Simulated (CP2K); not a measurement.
# LiH (Fm-3m) in CP2K: notebook

Runs on LiH. Level: PBEsol. Tasks: single point, equation of state.

All numbers are computed with CP2K 2026.2; they aren't measurements. Logs are shortened: lines on timing, memory, paths and dates and some standing lists are left out, and cuts for length are marked.

### Step 1. Starting point

It takes space group Fm-3m (No. 225, cubic). Conventional cell: a = 4.073 Å, b = 4.073 Å, c = 4.073 Å, α = 90.00°, β = 90.00°, γ = 90.00°. Li (site symmetry m-3m) has 6 H at 2.04 Å as nearest neighbours. H (site symmetry m-3m) is surrounded by 6 Li at 2.04 Å.

### Step 2. Single point, PBEsol, 8.45 Å³/atom

The input, lih_eos.inp:

```
&GLOBAL
  PROJECT lih_eos
  RUN_TYPE ENERGY_FORCE
  PRINT_LEVEL LOW
&END GLOBAL
&FORCE_EVAL
  METHOD QS
  STRESS_TENSOR ANALYTICAL
  &DFT
    BASIS_SET_FILE_NAME BASIS_MOLOPT_UZH
    POTENTIAL_FILE_NAME POTENTIAL_UZH
    &MGRID
      CUTOFF 550
      REL_CUTOFF 60
      NGRIDS 4
    &END MGRID
    &QS
      METHOD GPW
      EPS_DEFAULT 1.0E-9
    &END QS
    &KPOINTS
      SCHEME MONKHORST-PACK 11 11 11
      GAMMA_CENTERED T
      SYMMETRY T
      SYMMETRY_BACKEND SPGLIB
    &END KPOINTS
    &SCF
      SCF_GUESS ATOMIC
      EPS_SCF 1.0E-6
      MAX_SCF 100
      ADDED_MOS 10
      CHOLESKY OFF
      EPS_EIGVAL 1.0E-7
      &DIAGONALIZATION ON
        ALGORITHM STANDARD
      &END DIAGONALIZATION
      &MIXING ON
        METHOD BROYDEN_MIXING
        ALPHA 0.4
        BETA 1.5
        NBUFFER 8
      &END MIXING
      &SMEAR ON
        METHOD FERMI_DIRAC
        ELECTRONIC_TEMPERATURE 300.56
      &END SMEAR
    &END SCF
    &XC
      &XC_FUNCTIONAL
        &GGA_X_PBE_SOL
        &END GGA_X_PBE_SOL
        &GGA_C_PBE_SOL
        &END GGA_C_PBE_SOL
      &END XC_FUNCTIONAL
    &END XC
    &PRINT
      &KPOINTS ON
      &END KPOINTS
      &MULLIKEN ON
      &END MULLIKEN
      &MO ON
        ENERGIES T
        OCCUPATION_NUMBERS T
        &EACH
          QS_SCF 0
        &END EACH
        ADD_LAST NUMERIC
      &END MO
    &END PRINT
  &END DFT
  &SUBSYS
    &CELL
      A 2.8803994732 0.0000000000 0.0000000000
      B 1.4401997366 2.4944991168 0.0000000000
      C 1.4401997366 0.8314997056 2.3518363215
      PERIODIC XYZ
    &END CELL
    &COORD
      Li  0.0000000000 0.0000000000 0.0000000000
      H   2.8803994732 1.6629994112 1.1759181607
    &END COORD
    &KIND Li
      BASIS_SET TZVP-MOLOPT-PBE-GTH-q3
      POTENTIAL GTH-PBE-q3
    &END KIND
    &KIND H
      BASIS_SET TZVP-MOLOPT-PBE-GTH-q1
      POTENTIAL GTH-PBE-q1
    &END KIND
    &PRINT
      &ATOMIC_COORDINATES ON
      &END ATOMIC_COORDINATES
      &CELL ON
      &END CELL
    &END PRINT
  &END SUBSYS
  &PRINT
    &FORCES ON
    &END FORCES
    &STRESS_TENSOR ON
    &END STRESS_TENSOR
  &END PRINT
&END FORCE_EVAL
```

Potentials or basis: POTENTIAL_UZH Li GTH-PBE-q3, H GTH-PBE-q1; TZVP-MOLOPT-PBE-GTH basis.

Launch:

```
$ OMP_NUM_THREADS=1 cp2k.psmp -i lih_eos.inp -o lih_eos.out
```

lih_eos.out:

```text

 CP2K| version string:                                       CP2K version 2026.2
 CP2K| Input file name                                               lih_eos.inp

 GLOBAL| Force Environment number                                              1
 GLOBAL| Basis set file name                                    BASIS_MOLOPT_UZH
 GLOBAL| Potential file name                                       POTENTIAL_UZH
 GLOBAL| MM Potential file name                                     MM_POTENTIAL
 GLOBAL| Coordinate file name                                      __STD_INPUT__
 GLOBAL| Method name                                                        CP2K
 GLOBAL| Project name                                                    lih_eos
 GLOBAL| Run type                                                   ENERGY_FORCE
 GLOBAL| FFT library                                                       FFTW3
[... 6 lines left out ...]
 GLOBAL| Total number of message passing processes                             1
 GLOBAL| Number of threads for this process                                    1
 GLOBAL| CPU model name           Intel(R) Xeon(R) Platinum 8259CL CPU @ 2.50GHz

 CELL| Volume [angstrom^3]:                                            16.898306
 CELL| Vector a [angstrom]:       2.880     0.000     0.000   |a| =     2.880399
 CELL| Vector b [angstrom]:       1.440     2.494     0.000   |b| =     2.880399
 CELL| Vector c [angstrom]:       1.440     0.831     2.352   |c| =     2.880399
 CELL| Angle (b,c), alpha [degree]:                                    60.000000
 CELL| Angle (a,c), beta  [degree]:                                    60.000000
 CELL| Angle (a,b), gamma [degree]:                                    60.000000
 CELL| Numerically orthorhombic:                                              NO
 CELL| Periodicity                                                           XYZ

 CELL_REF| Volume [angstrom^3]:                                        16.898306
 CELL_REF| Vector a [angstrom     2.880     0.000     0.000   |a| =     2.880399
 CELL_REF| Vector b [angstrom     1.440     2.494     0.000   |b| =     2.880399
 CELL_REF| Vector c [angstrom     1.440     0.831     2.352   |c| =     2.880399
 CELL_REF| Angle (b,c), alpha [degree]:                                60.000000
 CELL_REF| Angle (a,c), beta  [degree]:                                60.000000
 CELL_REF| Angle (a,b), gamma [degree]:                                60.000000
 CELL_REF| Numerically orthorhombic:                                          NO
 CELL_REF| Periodicity                                                       XYZ
[... 9 lines left out ...]
 TOTAL NUMBERS AND MAXIMUM NUMBERS

  Total number of            - Atomic kinds:                                   2
                             - Atoms:                                          2
                             - Shell sets:                                     2
                             - Shells:                                         9
                             - Primitive Cartesian functions:                 10
                             - Cartesian basis functions:                     13
                             - Spherical basis functions:                     13

  Maximum angular momentum of- Orbital basis functions:                        1
                             - Local part of the GTH pseudopotential:          6

 MODULE QUICKSTEP: ATOMIC COORDINATES IN ANGSTROM

   Atom Kind Element         X             Y             Z       Z(eff)     Mass
      1    1 Li    3      0.000000      0.000000      0.000000   3.0000   6.9410
      2    2 H     1      2.880399      1.662999      1.175918   1.0000   1.0079

 SCF PARAMETERS         Density guess:                                    ATOMIC
                        --------------------------------------------------------
                        max_scf:                                             100
[... 7 lines left out ...]
[... 30 lines left out ...]

  Total energy:                                                -8.02080849156627
  Total energy (extrapolated to T->0):                         -8.02080849156627

 MO| EIGENVALUES AND OCCUPATION NUMBERS FOR K POINT 1
 MO|
 MO|  Index      Eigenvalue [a.u.]        Eigenvalue [eV]             Occupation
 MO|      1              -1.621245             -44.116313               2.000000
 MO|      2              -0.111319              -3.029131               2.000000
 MO|      3               0.167261               4.551416               0.000000
 MO|      4               0.527561              14.355659               0.000000
 MO|      5               0.722381              19.656988               0.000000
 MO|      6               0.722381              19.656988               0.000000
 MO|      7               1.464907              39.862148               0.000000
 MO|      8               1.509481              41.075073               0.000000
 MO|      9               1.509481              41.075073               0.000000
 MO|     10               1.847203              50.264938               0.000000
 MO|     11               2.697870              73.412780               0.000000
 MO|     12               6.143097             167.162162               0.000000
 MO| Sum:                                                               4.000000
 MO| E(Fermi):            0.010782 a.u.          0.293401 eV
 MO| Band gap:            0.278580 a.u.          7.580547 eV
[... 228 lines left out ...]
 MO| EIGENVALUES AND OCCUPATION NUMBERS FOR K POINT 14
 MO|
 MO|  Index      Eigenvalue [a.u.]        Eigenvalue [eV]             Occupation
 MO|      1              -1.621189             -44.114804               2.000000
 MO|      2              -0.107742              -2.931811               2.000000
 MO|      3               0.251158               6.834363               0.000000
 MO|      4               0.394571              10.736826               0.000000
 MO|      5               0.529508              14.408649               0.000000
 MO|      6               0.695614              18.928614               0.000000
 MO|      7               1.255875              34.174090               0.000000
 MO|      8               1.729950              47.074335               0.000000
 MO|      9               1.839602              50.058109               0.000000
 MO|     10               2.016512              54.872072               0.000000
 MO|     11               2.736666              74.468465               0.000000
 MO|     12               4.952235             134.757159               0.000000
 MO| Sum:                                                               4.000000
 MO| E(Fermi):            0.010782 a.u.          0.293401 eV
 MO| Band gap:            0.358900 a.u.          9.766173 eV

 [... the levels of further k-points ...]

 !-----------------------------------------------------------------------------!
                     Mulliken Population Analysis

 #  Atom  Element  Kind  Atomic population                           Net charge
       1     Li       1          2.567946                              0.432054
       2     H        2          1.432054                             -0.432054
 # Total charge                              4.000000                  0.000000

 !-----------------------------------------------------------------------------!

 ENERGY| Total FORCE_EVAL ( QS ) energy [hartree]             -8.020808542511595

 FORCES| Atomic forces [hartree/bohr]
 FORCES|   Atom     x               y               z               |f|
 FORCES|      1  7.31254240E-15  4.91728424E-14  9.65188021E-14   1.08569429E-13
 FORCES|      2 -7.03251675E-15 -4.84987604E-14 -9.78120567E-14   1.09401940E-13
 FORCES| Sum     2.80025646E-16  6.74081993E-16 -1.29325469E-15
 FORCES| Total atomic force                                       1.48502814E-15

 STRESS| Analytical stress tensor [bar]
 STRESS|                        x                   y                   z
 STRESS|      x       -2.23119562744E+04   9.72502953686E-03   6.87684799546E-03
 STRESS|      y        9.72502953686E-03  -2.23119673126E+04   3.89502988804E-03
 STRESS|      z        6.87684799546E-03   3.89502988804E-03  -2.23119702337E+04
 STRESS| 1/3 Trace                                            -2.23119646069E+04
 STRESS| Determinant                                          -1.11074262167E+13

 STRESS| Eigenvectors and eigenvalues of the analytical stress tensor [bar]
 STRESS|                        1                   2                   3
 STRESS| Eigenvalues  -2.23119730901E+04  -2.23119729062E+04  -2.23119478245E+04
 STRESS|      x          -0.535237857677     -0.219808855468      0.815600700568
 STRESS|      y           0.399011667787      0.785243597986      0.473478807121
 STRESS|      z           0.744520063315     -0.578857978161      0.332585803125
```

Run time: 64 s. Hardware: 1 thread of Intel Xeon Platinum 8259CL at 2.50GHz (Skylake/Cascade Lake), shared host; peak memory 0.27 GiB.

Results:

| Item | Value |
| --- | --- |
| Free energy | -218.2573 eV |
| Pressure | -2.2 GPa |
| Band gap on the k mesh | 3.18 eV, direct |
| Mulliken charges | Li +0.43; H -0.43 e |

Caveat: Mulliken charges move with the basis; the potentials were made for another functional, which shifts forces and pressure; an odd mesh through Γ misses points on the zone boundary, where band edges often lie; the basis of atomic orbitals isn't converged, which shifts pressures, moduli and gaps.

### Step 3. Single point, PBEsol, 8.28 Å³/atom (volume scaled by 0.98)

lih_eos.inp: that of step 2 with these lines changed.

```diff
@@ -11,2 +11,3 @@
     POTENTIAL_FILE_NAME POTENTIAL_UZH
+    WFN_RESTART_FILE_NAME previous-RESTART.kp
     &MGRID
@@ -27,3 +28,3 @@
     &SCF
-      SCF_GUESS ATOMIC
+      SCF_GUESS RESTART
       EPS_SCF 1.0E-6
@@ -72,5 +73,5 @@
     &CELL
-      A 2.8803994732 0.0000000000 0.0000000000
-      B 1.4401997366 2.4944991168 0.0000000000
-      C 1.4401997366 0.8314997056 2.3518363215
+      A 2.8610673506 0.0000000000 0.0000000000
+      B 1.4305336753 2.4777570075 0.0000000000
+      C 1.4305336753 0.8259190025 2.3360517095
       PERIODIC XYZ
@@ -79,3 +80,3 @@
       Li  0.0000000000 0.0000000000 0.0000000000
-      H   2.8803994732 1.6629994112 1.1759181607
+      H   2.8610673506 1.6518380050 1.1680258547
     &END COORD
```

Potentials or basis: POTENTIAL_UZH Li GTH-PBE-q3, H GTH-PBE-q1; TZVP-MOLOPT-PBE-GTH basis.

Launch:

```
$ OMP_NUM_THREADS=1 cp2k.psmp -i lih_eos.inp -o lih_eos.out
```

Run time: 47 s. Hardware: 1 thread of Intel Xeon Platinum 8259CL at 2.50GHz (Skylake/Cascade Lake), shared host; peak memory 0.27 GiB.

The run converged. Its results:

```yaml
Free_energy: -218.2614 eV
Pressure: -1.6 GPa
Band_gap_on_the_k_mesh: 3.17 eV, direct
Mulliken_charges: Li +0.44; H -0.44 e
```

Caveat: Mulliken charges move with the basis; the potentials were made for another functional, which shifts forces and pressure; an odd mesh through Γ misses points on the zone boundary, where band edges often lie; the basis of atomic orbitals isn't converged, which shifts pressures, moduli and gaps.

### Step 4. Single point, PBEsol, 8.62 Å³/atom (volume scaled by 1.02)

lih_eos.inp: that of step 3 with these lines changed.

```diff
@@ -73,5 +73,5 @@
     &CELL
-      A 2.8610673506 0.0000000000 0.0000000000
-      B 1.4305336753 2.4777570075 0.0000000000
-      C 1.4305336753 0.8259190025 2.3360517095
+      A 2.8994755223 0.0000000000 0.0000000000
+      B 1.4497377612 2.5110194599 0.0000000000
+      C 1.4497377612 0.8370064866 2.3674118504
       PERIODIC XYZ
@@ -80,3 +80,3 @@
       Li  0.0000000000 0.0000000000 0.0000000000
-      H   2.8610673506 1.6518380050 1.1680258547
+      H   2.8994755223 1.6740129732 1.1837059252
     &END COORD
```

Launch:

```
$ OMP_NUM_THREADS=1 cp2k.psmp -i lih_eos.inp -o lih_eos.out
```

It took 60 s on 1 thread of Intel Xeon Platinum 8259CL at 2.50GHz (Skylake/Cascade Lake), shared host; peak memory 0.27 GiB.

Results (log left out):

```yaml
Free_energy: -218.2520 eV
Pressure: -2.8 GPa
Band_gap_on_the_k_mesh: 3.19 eV, direct
Mulliken_charges: Li +0.43; H -0.43 e
```

Caveat: Mulliken charges move with the basis; the potentials were made for another functional, which shifts forces and pressure; an odd mesh through Γ misses points on the zone boundary, where band edges often lie; the basis of atomic orbitals isn't converged, which shifts pressures, moduli and gaps.

### Step 5. Single point, PBEsol, 8.11 Å³/atom (volume scaled by 0.96)

lih_eos.inp: that of step 4 with these lines changed.

```diff
@@ -73,5 +73,5 @@
     &CELL
-      A 2.8994755223 0.0000000000 0.0000000000
-      B 1.4497377612 2.5110194599 0.0000000000
-      C 1.4497377612 0.8370064866 2.3674118504
+      A 2.8414703839 0.0000000000 0.0000000000
+      B 1.4207351919 2.4607855365 0.0000000000
+      C 1.4207351919 0.8202618455 2.3200508532
       PERIODIC XYZ
@@ -80,3 +80,3 @@
       Li  0.0000000000 0.0000000000 0.0000000000
-      H   2.8994755223 1.6740129732 1.1837059252
+      H   2.8414703838 1.6405236910 1.1600254266
     &END COORD
```

Launch:

```
$ OMP_NUM_THREADS=1 cp2k.psmp -i lih_eos.inp -o lih_eos.out
```

Wall time 64 s (1 thread of Intel Xeon Platinum 8259CL at 2.50GHz (Skylake/Cascade Lake), shared host); peak memory 0.27 GiB.

Results (log left out):

```yaml
Free_energy: -218.2641 eV
Pressure: -0.9 GPa
Band_gap_on_the_k_mesh: 3.16 eV, direct
Mulliken_charges: Li +0.44; H -0.44 e
```

Caveat: Mulliken charges move with the basis; the potentials were made for another functional, which shifts forces and pressure; an odd mesh through Γ misses points on the zone boundary, where band edges often lie; the basis of atomic orbitals isn't converged, which shifts pressures, moduli and gaps.

### Step 6. Single point, PBEsol, 8.79 Å³/atom (volume scaled by 1.04)

lih_eos.inp: that of step 5 with these lines changed.

```diff
@@ -73,5 +73,5 @@
     &CELL
-      A 2.8414703839 0.0000000000 0.0000000000
-      B 1.4207351919 2.4607855365 0.0000000000
-      C 1.4207351919 0.8202618455 2.3200508532
+      A 2.9183038130 0.0000000000 0.0000000000
+      B 1.4591519065 2.5273252380 0.0000000000
+      C 1.4591519065 0.8424417460 2.3827850854
       PERIODIC XYZ
@@ -80,3 +80,3 @@
       Li  0.0000000000 0.0000000000 0.0000000000
-      H   2.8414703838 1.6405236910 1.1600254266
+      H   2.9183038130 1.6848834920 1.1913925427
     &END COORD
```

Potentials or basis: POTENTIAL_UZH Li GTH-PBE-q3, H GTH-PBE-q1; TZVP-MOLOPT-PBE-GTH basis.

Launch:

```
$ OMP_NUM_THREADS=1 cp2k.psmp -i lih_eos.inp -o lih_eos.out
```

Run time: 57 s. Hardware: 1 thread of Intel Xeon Platinum 8259CL at 2.50GHz (Skylake/Cascade Lake), shared host; peak memory 0.27 GiB.

Results (log left out):

| Property | Result |
| --- | --- |
| Free energy | -218.2456 eV |
| Pressure | -3.3 GPa |
| Band gap on the k mesh | 3.20 eV, direct |
| Mulliken charges | Li +0.43; H -0.43 e |

Caveat: Mulliken charges move with the basis; the potentials were made for another functional, which shifts forces and pressure; an odd mesh through Γ misses points on the zone boundary, where band edges often lie; the basis of atomic orbitals isn't converged, which shifts pressures, moduli and gaps.

### Step 7. Single point, PBEsol, 7.94 Å³/atom (volume scaled by 0.94)

lih_eos.inp: that of step 6 with these lines changed.

```diff
@@ -73,5 +73,5 @@
     &CELL
-      A 2.9183038130 0.0000000000 0.0000000000
-      B 1.4591519065 2.5273252380 0.0000000000
-      C 1.4591519065 0.8424417460 2.3827850854
+      A 2.8215993115 0.0000000000 0.0000000000
+      B 1.4107996557 2.4435766830 0.0000000000
+      C 1.4107996557 0.8145255610 2.3038261905
       PERIODIC XYZ
@@ -80,3 +80,3 @@
       Li  0.0000000000 0.0000000000 0.0000000000
-      H   2.9183038130 1.6848834920 1.1913925427
+      H   2.8215993114 1.6290511220 1.1519130953
     &END COORD
```

Launch:

```
$ OMP_NUM_THREADS=1 cp2k.psmp -i lih_eos.inp -o lih_eos.out
```

It took 65 s on 1 thread of Intel Xeon Platinum 8259CL at 2.50GHz (Skylake/Cascade Lake), shared host; peak memory 0.26 GiB.

The run converged. Its results:

| Quantity | Value |
| --- | --- |
| Free energy | -218.2653 eV |
| Pressure | -0.2 GPa |
| Band gap on the k mesh | 3.15 eV, direct |
| Mulliken charges | Li +0.44; H -0.44 e |

Caveat: Mulliken charges move with the basis; the potentials were made for another functional, which shifts forces and pressure; an odd mesh through Γ misses points on the zone boundary, where band edges often lie; the basis of atomic orbitals isn't converged, which shifts pressures, moduli and gaps.

### Step 8. Single point, PBEsol, 8.96 Å³/atom (volume scaled by 1.06)

lih_eos.inp: that of step 7 with these lines changed.

```diff
@@ -73,5 +73,5 @@
     &CELL
-      A 2.8215993115 0.0000000000 0.0000000000
-      B 1.4107996557 2.4435766830 0.0000000000
-      C 1.4107996557 0.8145255610 2.3038261905
+      A 2.9368922366 0.0000000000 0.0000000000
+      B 1.4684461183 2.5434232850 0.0000000000
+      C 1.4684461183 0.8478077617 2.3979624696
       PERIODIC XYZ
@@ -80,3 +80,3 @@
       Li  0.0000000000 0.0000000000 0.0000000000
-      H   2.8215993114 1.6290511220 1.1519130953
+      H   2.9368922366 1.6956155233 1.1989812348
     &END COORD
```

Launch:

```
$ OMP_NUM_THREADS=1 cp2k.psmp -i lih_eos.inp -o lih_eos.out
```

Wall time 56 s (1 thread of Intel Xeon Platinum 8259CL at 2.50GHz (Skylake/Cascade Lake), shared host); peak memory 0.27 GiB.

Results (log left out):

```
Free energy            : -218.2382 eV
Pressure               : -3.8 GPa
Band gap on the k mesh : 3.21 eV, direct
Mulliken charges       : Li +0.42; H -0.42 e
```

Caveat: Mulliken charges move with the basis; the potentials were made for another functional, which shifts forces and pressure; an odd mesh through Γ misses points on the zone boundary, where band edges often lie; the basis of atomic orbitals isn't converged, which shifts pressures, moduli and gaps.

### Step 9. Equation of state, PBEsol

Potentials or basis: POTENTIAL_UZH Li GTH-PBE-q3, H GTH-PBE-q1; TZVP-MOLOPT-PBE-GTH basis.

No new run: the results of the series are fitted here.

Results:

```
Equilibrium volume : 7.90 Å³/atom (rough: see the caveat)
Bulk modulus       : 37 GPa (rough)
```

Energy against volume, from the lowest point:
| volume (Å³/atom) | energy (meV/atom) |
| --- | --- |
| 7.942 | 0.00 |
| 8.111 | 0.63 |
| 8.280 | 1.99 |
| 8.449 | 4.02 |
| 8.618 | 6.67 |
| 8.787 | 9.89 |
| 8.956 | 13.59 |

Caveat: the minimum lies outside the volumes run; the potentials were made for another functional, which shifts forces and pressure; the basis of atomic orbitals isn't converged, which shifts pressures, moduli and gaps.
